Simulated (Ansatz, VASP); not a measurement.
**One calculation of Re, two programs**

```
Re
1.0
     0.00000    1.92802    1.92802
     1.92802    0.00000    1.92802
     1.92802    1.92802    0.00000
Re
1
Direct
  0.00000 0.00000 0.00000
```

Alike in both runs: task relaxation of cell and atoms; functional LDA; k mesh 18 × 18 × 18; occupations fermi-dirac, width 0.05 eV; no spin polarisation.

```csv
,VASP,Ansatz
version,VASP 6.6.1,Ansatz 0.2.0
potentials or method,"VASP PAW LDA potentials, release 64 (Re)","PAW with Ansatz's default frozen-core files, scalar-relativistic"
plane-wave cutoff (eV),600,420
valence electrons in the cell,7,15
```

Ansatz gave:

```
relaxed volume (Å³/atom)                                     : 14.39
relaxed cell length with the largest relative difference (Å) : 2.730
energy change over the relaxation (meV/atom)                 : 0
```

Task: What did VASP give for the same quantities?

Result: Relaxed volume (Å³/atom): 14.44; relaxed cell length with the largest relative difference (Å): 2.733; energy change over the relaxation (meV/atom): -1.

The two sets of potentials don't hold the same shells in valence.

The runs have no spin-orbit coupling, so splittings on Re are missing.
